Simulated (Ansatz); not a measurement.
Given:

AlSb (zinc blende, F-43m), a = b = c = 6.2251 Å, α = β = γ = 90.00°; the cell used has 2 atoms.

This is the PBE-relaxed structure.

Q: All from DFT-PBE in the program Ansatz with PAW potentials, unless another level is named. Give the gap with spin–orbit coupling.

A: 1.03 eV.

Q: And the HSE06 gap on the PBE cell?

A: 1.84 eV.

Q: What about the band gap?

A: 1.24 eV (indirect).

Q: And the weight of the conduction-edge state by species (Voronoi cells)?

A: Al 59 %, Sb 41 %.

Q: Next, the valence-band maximum?

A: at Γ.

Q: Next, the weight of the valence-edge state by species (Voronoi cells)?

A: Sb 70 %, Al 30 %.

Symmetry was held in the PBE relaxation; of distortions, only those at the zone centre were tested. Scalar-relativistic: spin–orbit coupling is off unless named, which matters more the heavier the elements.

Potentials: the later of the program's two PAW sets.
